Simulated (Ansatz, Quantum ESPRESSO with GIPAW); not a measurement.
# From a field gradient to a quadrupolar line: 17O in CO2

A plane-wave PAW calculation (PBEsol, Ansatz) gives this electric field gradient, in 10²¹ V/m² and Cartesian axes, at one O site of CO2 (atom 5; bound to C; site symmetry 1):

```
      2.6179        3.9823        3.0868
      3.9823       -0.6611        1.8792
      3.0868        1.8792       -1.9569
```

17O has spin 5/2, Q = -0.02558 barn and |γ|/2π = 5.7742 MHz/T. The cell is the Pna2_1 form of a database entry, atoms relaxed, static and at 0 K. 

**Task.** Find C_Q, η_Q and ν_Q, and the shift and width of the central transition under fast MAS at 9.4 T and 14.1 T.

1. The tensor is symmetric and traceless. Its eigenvalues, ordered by size, are V_xx = -3.2324, V_yy = -3.5455 and V_zz = 6.7778.

2. η_Q = (V_xx − V_yy)/V_zz = 0.046.

3. C_Q = eQV_zz/h. One unit of 10²¹ V/m² with one barn gives 24.18 MHz, so C_Q = 24.18 × −0.02558 × 6.7778 = -4.192 MHz. A spectrum shows its size, not its sign.

4. ν_Q = 3C_Q/[2I(2I−1)] = 0.629 MHz in size, and P_Q = |C_Q|√(1 + η²/3) = 4.194 MHz.

5. The resonances lie at ν0 = 54.28 and 81.42 MHz, so ν_Q/ν0 is 0.012 at most and second order holds. The centre of gravity moves by δ_Q = −(3/40)(P_Q/ν0)² F × 10⁶ ppm, with F = [I(I+1) − 3/4]/[I²(2I−1)²] = 0.08: -35.8 ppm at 9.4 T and -15.9 ppm at 14.1 T.

6. Summing the second-order term over orientations gives a full width of 77.9 ppm (4.2 kHz) and 34.6 ppm (2.8 kHz). In ppm both fall as 1/B²: (9.4/14.1)² = 0.444. The spinning rate must pass the static width for this shape to show cleanly.

[Banner, clock, file and message-heading lines were taken out of the pw.x and gipaw.x logs.]

[Logs are printed without paths, hosts, clocks, repeated set-up lines and the standing remarks that a program may print on its own settings, such as how far it seeks lower states.]

[Hosts, paths, dates, database ids (printed as entryN), source tags and the programs' standing remarks are cut or masked in the printed files.]
